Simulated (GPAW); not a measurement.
Set up this calculation in GPAW 26.7.0, as an ASE script.

```yaml
Task: single point
Functional: LDA
Potentials_or_basis: the program's PAW data sets (release 1.2.1) made for this functional
Cutoff: 500 eV
Basis: pw
k_mesh: 6 × 6 × 6
Occupations: fermi-dirac, width 0.05 eV
Spin: no spin polarisation
Maxiter: 80
```

The system is CdTe.

```xyz
2
Lattice="0.0000 3.2472 3.2472 3.2472 0.0000 3.2472 3.2472 3.2472 0.0000" Properties=species:S:1:pos:R:3 pbc="T T T"
Te    4.8708    4.8708    4.8708
Cd    0.0000    0.0000    0.0000
```

The cell isn't the ideal one: volume scaled by 1.04.

One way to write it, as run:

run.py

```python
from ase import Atoms
from ase.dft.bandgap import bandgap
from ase.io import write
from ase.units import GPa
from gpaw import GPAW, PW

atoms = Atoms(['Te', 'Cd'],
              cell=[[0.0, 3.2471758892, 3.2471758892],
                    [3.2471758892, 0.0, 3.2471758892],
                    [3.2471758892, 3.2471758892, 0.0]],
              scaled_positions=[[0.75, 0.75, 0.75],
                                [0.0, 0.0, 0.0]],
              pbc=True)

calc = GPAW(mode=PW(500),
            xc='LDA',
            kpts={'size': (6, 6, 6), 'gamma': True},
            occupations={'name': 'fermi-dirac', 'width': 0.05},
            nbands=18,
            convergence={'density': 1e-05, 'energy': 1e-05},
            maxiter=80,
            txt='gpaw.txt')
atoms.calc = calc
energy = atoms.get_potential_energy()
forces = atoms.get_forces()
stress = atoms.get_stress()
calc.write('gs.gpw')
write('result.traj', atoms)
print(f'Energy: {energy:.6f} eV')
print('Forces (eV/A):')
print(forces.round(4))
print('Stress (GPa):', (stress / GPa).round(3))
print('Fermi level:', round(calc.get_fermi_level(), 4), 'eV')
print(f'Gap: {bandgap(calc)[0]:.4f} eV, direct: {bandgap(calc, direct=True)[0]:.4f} eV')
```

Potentials or basis: the program's PAW data sets (release 1.2.1) made for this functional, pw.

Launch:

```bash
$ OMP_NUM_THREADS=1 python run.py
```

It gave:

| Quantity | Value |
| --- | --- |
| Pressure | -2.3 GPa |
| Band gap on the k mesh | 0.49 eV, direct |

Caveat: the cutoff is short for stress and forces, so pressures can be off by a GPa or more; spin-orbit coupling is left out, which moves the levels of the heavy elements.

Wall time 9.3 s on 1 thread of Arm Neoverse V1, on a shared host, peak memory 0.15 GiB.
